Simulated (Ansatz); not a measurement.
Results of PBE (PAW; Ansatz, a first-principles code) for rock-salt LiI.

Numerical settings: plane-wave cutoff 500 eV, 10×10×10 k mesh, gaussian smearing 0.02 eV, scalar-relativistic PAW data made under PBE.

Computed at the level's own relaxed cell.

Q: Estimate the volume per atom, equilibrium lattice constant a and band gap that the calculation returns.

A: 
volume per atom: 27.27 Å³/atom
equilibrium lattice constant a: 6.020 Å
band gap: 4.24 eV (on the SCF k mesh)

Measured, for comparison: band gap 6.4 eV (temperature not stated, no zero-point or thermal correction, our sources range from 6.10 to 6.40; as tabulated in Aguado et al. (1998), arXiv:cond-mat/9809176).

Spin–orbit coupling is not included; with these elements it can move the gap by several tenths of an eV or more.

It cost around 8 core-seconds (rough) of CPU time.
